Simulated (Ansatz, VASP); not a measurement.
One calculation of AlN, two programs

File INCAR:

```
SYSTEM = AlN
ALGO = Normal
EDIFF = 1E-7
ENCUT = 520
GGA = PS
ISIF = 2
ISMEAR = 0
LASPH = .TRUE.
LCHARG = .FALSE.
LREAL = .FALSE.
LWAVE = .FALSE.
NBANDS = 11
NELM = 100
PREC = Accurate
SIGMA = 0.05
```

KPOINTS

```
k-points
0
G
  10 10 10
  0 0 0
```

POSCAR

```
AlN
1.0
    0.8539684525      2.6839008507      2.6839008507
    2.6839008507      0.8539684525      2.6839008507
    2.6839008507      2.6839008507      0.8539684525
Al N
1 1
Direct
    0.0000000000      0.0000000000      0.0000000000
    0.7500000000      0.7500000000      0.7500000000
```

Input for Ansatz:

```yaml
crystal:
  lattice:
    - [0.8539684525, 2.6839008507, 2.6839008507]
    - [2.6839008507, 0.8539684525, 2.6839008507]
    - [2.6839008507, 2.6839008507, 0.8539684525]
  atoms:
    - { symbol: Al, position: [0.0, 0.0, 0.0] }
    - { symbol: "N", position: [0.75, 0.75, 0.75] }
basis:
  ecutwfc: 420
kpoints:
  mp_grid: { grid: [10, 10, 10] }
hamiltonian:
  xc: pbesol
scf:
  occupations: { method: gaussian, width: 0.05 }
output:
  forces: true
  stress: true
  eigenvalues: true
```

Alike in both runs: task single point; functional PBEsol; k mesh 10 × 10 × 10; occupations gaussian, width 0.05 eV; no spin polarisation.

|  | VASP | Ansatz |
| --- | --- | --- |
| version | VASP 6.6.1 | Ansatz 0.2.0 |
| potentials or method | VASP PAW PBE potentials, release 64 (Al, N) | scalar-relativistic, plane waves, PAW |
| plane-wave cutoff (eV) | 520 | 420 |
| valence electrons in the cell | 8 | 8 |

```tsv
	VASP	Ansatz	Ansatz less VASP
gap on the k mesh at the Fermi level (eV)	none	none	-
rms of the force components (eV/Å)	0.248	0.200	-0.0475
```

Atom by atom the forces differ by 0.047 eV/Å (rms over components). A gap of «none» marks a metal or a gap that the smearing closes.

Caveats: the PAW data sets were made with another functional, which shifts forces and pressure a little (VASP).
